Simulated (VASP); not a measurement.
A run of VASP 6.6.1 is set up as follows.

The input INCAR:

```
SYSTEM = AlFe
PREC     = Accurate       ! precision mode
ENCUT    = 600            ! plane-wave cutoff, eV
EDIFF    = 1E-6           ! SCF threshold, eV
ISMEAR   = 0              ! smearing method
SIGMA    = 0.1            ! smearing width, eV
LREAL    = .False.        ! projectors in reciprocal space
LASPH    = .True.         ! aspherical terms in the spheres
NELM     = 150            ! most SCF steps
ALGO     = Normal         ! electronic algorithm
ISIF     = 3              ! what is computed and relaxed
LWAVE    = .False.        ! write WAVECAR
LCHARG   = .False.        ! write CHGCAR
ISPIN    = 2              ! spin polarisation
MAGMOM   = 0 0.81         ! initial moments
LORBIT   = 11             ! projections on sites
LMAXMIX  = 4              ! l up to which the mixer works
GGA      = PE             ! functional
IBRION   = 2              ! ionic algorithm
NSW      = 60             ! ionic steps
EDIFFG   = -0.04          ! ionic threshold
```

The input KPOINTS:

```
regular mesh
0
Gamma
  6 6 6
  0 0 0
```

The input POSCAR:

```
AlFe
1.0
    2.8455060000      0.0000000000      0.0000000000
    0.0000000000      2.8455060000      0.0000000000
    0.0000000000      0.0000000000      2.8455060000
Al Fe
1 1
Direct
    0.0000000000      0.0000000000      0.0000000000
    0.5000000000      0.5000000000      0.5000000000
```

Potentials or basis: VASP PAW PBE potentials, release 64 (Al, Fe).

The run is started by

```console
$ cat potpaw_PBE.64/Al/POTCAR potpaw_PBE.64/Fe/POTCAR > POTCAR
$ mpirun -np 1 vasp_std > vasp.out
```

Problem. Estimate the space group after relaxing (to 0.05 Å).

Solution. Pm-3m (No. 221).

Problem. Estimate the band gap on the k mesh.

Solution. None (metal or under the smearing width).

Problem. Predict the net moment.

Solution. 0.73 μB per cell.

The path:
```tsv
step	energy change (eV)	largest force (eV/Å)	pressure (GPa)	volume (Å³)
1	0.0000	0.0000	5.71	23.04
2	-0.0018	0.0000	-4.71	24.44
3	-0.0123	0.0000	0.01	23.75
```

Caveat: the k mesh is coarse (spacing up to 0.37 Å⁻¹), so the values aren't converged.
